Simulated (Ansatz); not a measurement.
Crystal: BaH2.

```
Ba H
1.0
     4.46203    0.00000    0.00000
    -2.23101    3.86423    0.00000
     0.00000    0.00000    6.05529
Ba H
2 4
Cartesian
  0.0000 2.5762 1.5138
  2.2310 1.2881 4.5415
  0.0000 0.0000 0.0000
  0.0000 0.0000 3.0276
  2.2310 1.2881 1.5138
  0.0000 2.5762 4.5415
```

The cell comes from a database or a generator and needn't be the stable form of this composition.

Base run:

* Program: Ansatz 0.2.0
* Functional: PBEsol
* Potentials or basis: Ansatz PAW
* Cutoff: 420 eV
* Density cutoff: 1680 eV
* k mesh: 5 × 5 × 4
* Occupations: fermi-dirac, width 0.05 eV
* Spin: spin-orbit coupling, no magnetisation

Its results: band gap on the k mesh 1.79 eV, indirect (least direct gap 2.61 eV); pressure -2.3 GPa.

Task: After a change of settings the same cell gave: band gap on the k mesh 2.48 eV, indirect (least direct gap 3.27 eV); pressure -0.7 GPa. Which change was it?
A. k mesh from 5 × 5 × 4 to 7 × 7 × 5
B. k mesh from 5 × 5 × 4 to 7 × 7 × 5; spin from spin-orbit coupling, no magnetisation to no spin polarisation; potential files from those of the base run to others of the same set
C. functional from PBEsol to r2SCAN; cutoff from 420 eV to 500 eV; density cutoff from 1680 eV to 2000 eV
D. functional from PBEsol to LDA

Result: C.

r2SCAN gives the wider gap, since meta-GGAs in the generalised Kohn-Sham scheme recover part of the derivative discontinuity.

Caveats: the k mesh misses the band edges, so the gap on the mesh is wider than the one along the path; the PAW data sets come from PBE, with cores solved anew for the run's functional, which leaves a small shift of forces and pressure.

Not every run made on this cell is shown here.
